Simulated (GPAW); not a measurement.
# ZnSe (Stilleite) (F-43m) in GPAW: single point with PBE

Aim: the single point of ZnSe (Stilleite) with PBE.

Everything below comes from runs of GPAW 26.7.0. Logs are shortened: lines on timing, memory, paths and dates and some standing lists are left out, and cuts for length are marked. The log counts tension as positive stress, the text compression.

**What was measured.**

From “Alloy Disordering Effects on the Thermal Conductivity and Energy Gap Temperature Dependence of Cd1−xZnxSe Ternary Crystals Grown by the Bridgman Method”, 2023, pmc:10253836, for a bulk crystal of ZnSe at 300 K: band gap 2.695 ± 0.003 eV (an exciton energy, a little under the gap).

The runs below are set against these values where they give the same quantity.

### Step 1. The crystal as given

Symmetry: F-43m, No. 216, cubic system. Conventional cell: a = 5.668 Å, b = 5.668 Å, c = 5.668 Å, α = 90.00°, β = 90.00°, γ = 90.00°. Se (site symmetry -43m) is surrounded by 4 Zn at 2.45 Å. Zn (site symmetry -43m) is surrounded by 4 Se at 2.45 Å.

### Step 2. Single point, PBE

run.py

```python
from ase import Atoms
from ase.dft.bandgap import bandgap
from ase.io import write
from ase.units import GPa
from gpaw import GPAW, PW

atoms = Atoms(['Se', 'Zn'],
              cell=[[0.0, 2.8338, 2.8338],
                    [2.8338, 0.0, 2.8338],
                    [2.8338, 2.8338, 0.0]],
              scaled_positions=[[0.75, 0.75, 0.75],
                                [0.0, 0.0, 0.0]],
              pbc=True)

calc = GPAW(mode=PW(450),
            xc='PBE',
            kpts={'size': (7, 7, 7), 'gamma': True},
            occupations={'name': 'fermi-dirac', 'width': 0.05},
            nbands=18,
            maxiter=120,
            txt='gpaw.txt')
atoms.calc = calc
energy = atoms.get_potential_energy()
forces = atoms.get_forces()
stress = atoms.get_stress()
calc.write('gs.gpw')
write('result.traj', atoms)
print(f'Energy: {energy:.6f} eV')
print('Forces (eV/A):')
print(forces.round(4))
print('Stress (GPa):', (stress / GPa).round(3))
print('Fermi level:', round(calc.get_fermi_level(), 4), 'eV')
print(f'Gap: {bandgap(calc)[0]:.4f} eV, direct: {bandgap(calc, direct=True)[0]:.4f} eV')
```

Potentials or basis: GPAW PAW data sets (gpaw-data 1.2.1), pw.

Launch:

```sh
$ OMP_NUM_THREADS=1 python run.py
```

gpaw.txt:

```text
__  _  _
 | _ |_)|_||  |
 |__||  | ||/\| - 26.7.0

Input parameters:
  mode=PW(ecut=450.00000000000006),
  kpts=MonkhorstPack(size=(7, 7, 7), gamma=True),
  maxiter=120,
  nbands=18,
  occupations=Occupations(name='fermi-dirac', width=0.05),
  xc=XC(name='PBE')

Diagonalizing LCAO Hamiltonian
Converting LCAO to pw mode

                    Se

       Zn

Atoms  # Å, Bohr magnetons
|   | symbol |        x |        y |        z |    initial magnetic moments |
|---|--------|----------|----------|----------|-----------------------------|
| 0 |     Se | 4.250700 | 4.250700 | 4.250700 | ( 0.0000,  0.0000,  0.0000) |
| 1 |     Zn | 0.000000 | 0.000000 | 0.000000 | ( 0.0000,  0.0000,  0.0000) |

Unit cell  # Å
| periodic |        x |        y |        z |  lengths |    angles |
|----------|----------|----------|----------|----------|-----------|
|      yes | 0.000000 | 2.833800 | 2.833800 | 4.007598 | 60.000000 |
|      yes | 2.833800 | 0.000000 | 2.833800 | 4.007598 | 60.000000 |
|      yes | 2.833800 | 2.833800 | 0.000000 | 4.007598 | 60.000000 |

Number of symmetries: 24
Symmetry operations  # r_c * U_cc + t_c -> r_c
|    | kind |            matrix            |
|----|------|------------------------------|
|  0 |  E   |  1, 0, 0,  0, 1, 0,  0, 0, 1 |
|  1 |  σ   |  1, 0, 0,  0, 0, 1,  0, 1, 0 |
|  2 |  σ   |  1, 0,-1,  0, 1,-1,  0, 0,-1 |
|  3 |  C3  |  1, 0,-1,  0, 0,-1,  0, 1,-1 |
|  4 |  C3  |  1,-1, 0,  0,-1, 1,  0,-1, 0 |
|  5 |  σ   |  1,-1, 0,  0,-1, 0,  0,-1, 1 |
|  6 |  σ   |  0, 1, 0,  1, 0, 0,  0, 0, 1 |
|  7 |  C3  |  0, 1, 0,  0, 0, 1,  1, 0, 0 |
|  8 |  C2  |  0, 1,-1,  1, 0,-1,  0, 0,-1 |
|  9 |  S4  |  0, 1,-1,  0, 0,-1,  1, 0,-1 |
| 10 |  C3  |  0, 0, 1,  1, 0, 0,  0, 1, 0 |
| 11 |  σ   |  0, 0, 1,  0, 1, 0,  1, 0, 0 |
| 12 |  S4  |  0, 0,-1,  1, 0,-1,  0, 1,-1 |
| 13 |  C3  |  0, 0,-1,  0, 1,-1,  1, 0,-1 |
| 14 |  S4  |  0,-1, 1,  1,-1, 0,  0,-1, 0 |
| 15 |  C2  |  0,-1, 1,  0,-1, 0,  1,-1, 0 |
| 16 |  C3  |  0,-1, 0,  1,-1, 0,  0,-1, 1 |
| 17 |  S4  |  0,-1, 0,  0,-1, 1,  1,-1, 0 |
| 18 |  S4  | -1, 1, 0, -1, 0, 1, -1, 0, 0 |
| 19 |  C3  | -1, 1, 0, -1, 0, 0, -1, 0, 1 |
| 20 |  C3  | -1, 0, 1, -1, 1, 0, -1, 0, 0 |
| 21 |  S4  | -1, 0, 1, -1, 0, 0, -1, 1, 0 |
| 22 |  σ   | -1, 0, 0, -1, 1, 0, -1, 0, 1 |
| 23 |  C2  | -1, 0, 0, -1, 0, 1, -1, 1, 0 |

BZ-sampling:
  Number of BZ points: 343
  Number of IBZ points: 20

  Monkhorst-Pack size: [7, 7, 7]
  Monkhorst-Pack shift: [0, 0, 0]

K-points  # in reciprocal-cell coordinates
|     |                                coordinates |     weight |
|-----|--------------------------------------------|------------|
|   0 | (  0.00000000,   0.00000000,   0.00000000) | 0.00291545 |
|   1 | (  0.14285714,   0.14285714,   0.00000000) | 0.01749271 |
|   2 | (  0.14285714,   0.14285714,   0.14285714) | 0.02332362 |
|   3 | (  0.28571429,   0.14285714,   0.14285714) | 0.03498542 |
|   4 | (  0.28571429,   0.28571429,   0.00000000) | 0.01749271 |
|   5 | (  0.28571429,   0.28571429,   0.14285714) | 0.06997085 |
|   6 | (  0.28571429,   0.28571429,   0.28571429) | 0.02332362 |
|   7 | (  0.42857143,  -0.28571429,  -0.28571429) | 0.03498542 |
|   8 | (  0.42857143,   0.28571429,  -0.42857143) | 0.13994169 |
|   9 | (  0.42857143,   0.28571429,  -0.28571429) | 0.06997085 |
| ... |                                            |            |
|  19 | (  0.42857143,   0.42857143,   0.42857143) | 0.02332362 |

Plane wave coefficients: 998
Cutoff: 450.00000000000006 eV

Spin-components: 1 (collinear spins)
Bands:           18
Projectors:      11
Spin-degeneracy: 2
Datatype:        complex128

Parallelization:
  kpt:    1
  domain: 1
  band:   1

Density:
  Valence electrons: 18.0
  Components: 1
  Grid points: [20 20 20]
  Charge: 0.0  # |e|

Potential:
  Grid points: [20 20 20]

species:
  Se:
    name:    Selenium
    Z:       34.0
    valence: 6
    core:    28
    charge:  0.0  # [|e|]
    compensation charges:
      type: gauss
      rc: 0.27  # [Å]
      lmax: 2
    cutoffs:
      filter: 1.77  # [Å]
      core: 2.67  # [Å]
    projectors
    | kind |    occ | energy [eV] | rcut [Å] |
    |------|--------|-------------|----------|
    |   4s |  2.000 |     -17.277 |    0.847 |
    |   4p |  4.000 |      -6.512 |    1.005 |
    |    s |        |       9.935 |    0.847 |
    |    p |        |      20.699 |    1.005 |
    |    d |        |       0.000 |    0.847 |

    Using partial waves for Se as LCAO basis

  Zn:
    name:    Zinc
    Z:       30.0
    valence: 12
    core:    18
    charge:  0.0  # [|e|]
    compensation charges:
      type: gauss
      rc: 0.37  # [Å]
      lmax: 2
    cutoffs:
      filter: 2.14  # [Å]
      core: 2.28  # [Å]
    projectors
    | kind |    occ | energy [eV] | rcut [Å] |
    |------|--------|-------------|----------|
    |   4s |  2.000 |      -5.977 |    1.286 |
    |   4p |  0.000 |      -1.117 |    1.270 |
    |   3d | 10.000 |     -10.142 |    1.180 |
    |    s |        |      21.234 |    1.286 |
    |    p |        |      26.095 |    1.270 |
    |    d |        |      17.070 |    1.180 |

    Using partial waves for Zn as LCAO basis

Reference energy: -114964.858784  # eV

eigensolver:
  PPCG
  Converge bands: occupied
  niter=2

density mixing:
  MSR1-Mixer
  Pratt-step length: 0.05
  Maximum mixing coefficient: 0.75
  Old densities: 10
  SVD Regularization: 0.005
  Good broyden scale: 1.0
  Trust region scale: 1.0
  Backstep threshold: 4.0
  History deletion threshold: 6.0
  Fourier metric: weight=20.0, sigma=0.015

occupation numbers:
  Fermi-Dirac:
    width: 0.0500  # eV

poisson solver:
  ecut: 3600.0000000000005  # eV

xc functional:
  name: PBE with 2 nearest neighbor stencil

convergence criteria:
- Maximum [total energy] change in last 3 cyles: 0.0005 eV / valence electron
- Maximum integral of absolute [dens]ity change: 0.0001 electrons / valence electron
- Maximum integral of absolute [eigenst]ate change: 4e-08 eV^2 / valence electron
maximum number of iterations: 120

SCF iterations
|iter     | |      energy | eigst |  dens |
|---------|-|-------------|-------|-------|
|iter:   1| |   -6.322320 | -0.34 |       |
|iter:   2| |   -6.264579 | -2.26 | -1.24 |
|iter:   3| |   -6.081517 | -1.68 | -1.28 |
|iter:   4| |   -6.080978 | -2.72 | -1.83 |
|iter:   5| |   -6.081928c| -3.91 | -2.31 |
|iter:   6| |   -6.081882c| -4.39 | -2.96 |
|iter:   7| |   -6.081900c| -5.49 | -3.54 |
|iter:   8| |   -6.081904c| -6.31 | -3.93 |
|iter:   9| |   -6.081904c| -8.36c| -5.04c|

Converged in 9 steps
Energy contributions relative to reference atoms: (reference = -114964.858784)

Energy contributions:
  Kinetic:          13.221212
  Coulomb:         -11.221357
  Zero:             -0.065216
  External:          0.000000
  Xc:               -8.016544
  Entropy:          -0.000000
  Spinorbit:         0.000000
  ----------------------------
  Free energy:      -6.081904
  Extrapolated:     -6.081904

dipole moment: (-7.072490, -7.072490, -7.072490)  # |e|*Ang

Fermi level: 4.553
Eigenvalues  # (at kpt = [0.000, 0.000, 0.000])
| band index |      eig [eV] | occ [0-2] |
|------------|---------------|-----------|
|          0 |        -9.372 |     2.000 |
|          1 |        -2.641 |     2.000 |
|          2 |        -2.641 |     2.000 |
|          3 |        -2.641 |     2.000 |
|          4 |        -2.276 |     2.000 |
|          5 |        -2.276 |     2.000 |
[... 10 lines left out ...]
|         16 |        16.945 |     0.000 |
|         17 |        16.945 |     0.000 |

Gap: 1.298 eV
Transition (v -> c):
  (s=0, k=0, n=8, [0.00, 0.00, 0.00]) -> (s=0, k=0, n=9, [0.00, 0.00, 0.00])
No difference between direct/indirect transitions

Forces  # eV/Ang
|        x |        y |        z |
|----------|----------|----------|
|  0.00000 | -0.00000 | -0.00000 |  # Se   0
| -0.00000 |  0.00000 | -0.00000 |  # Zn   1

Stress tensor  # eV/Ang^3
|         x |         y |         z |
|-----------|-----------|-----------|
| -0.010529 | -0.000000 | -0.000000 |
| -0.000000 | -0.010529 |  0.000000 |
| -0.000000 |  0.000000 | -0.010529 |

# Writing to gs.gpw (mode='')
```

Wall time 7.3 s (1 thread of Arm Neoverse V1, shared host); peak memory 0.16 GiB.

What came out:

| Item | Value |
| --- | --- |
| Free energy | -6.0819 eV |
| Pressure | 1.7 GPa |
| Band gap on the k mesh | 1.30 eV, direct |

Caveat: the cutoff is short for stress and forces, so pressures can be off by a GPa or more.

### Step 3. How close it comes

Step 2. Against the measured gap of ZnSe, 2.695 eV (an exciton energy, a little under the gap; 300 K; “Alloy Disordering Effects on the Thermal Conductivity and Energy Gap Temperature Dependence of Cd1−xZnxSe Ternary Crystals Grown by the Bridgman Method”, 2023, pmc:10253836), the calculated 1.30 eV is off by -1.40 eV. So large a miss can be the level of theory's own, or it may mean another phase, state or a wrong row. Spin-orbit coupling on Se is left out. The value is that of PBE, without temperature or zero-point motion. Semilocal functionals fall short of measured gaps as a rule.
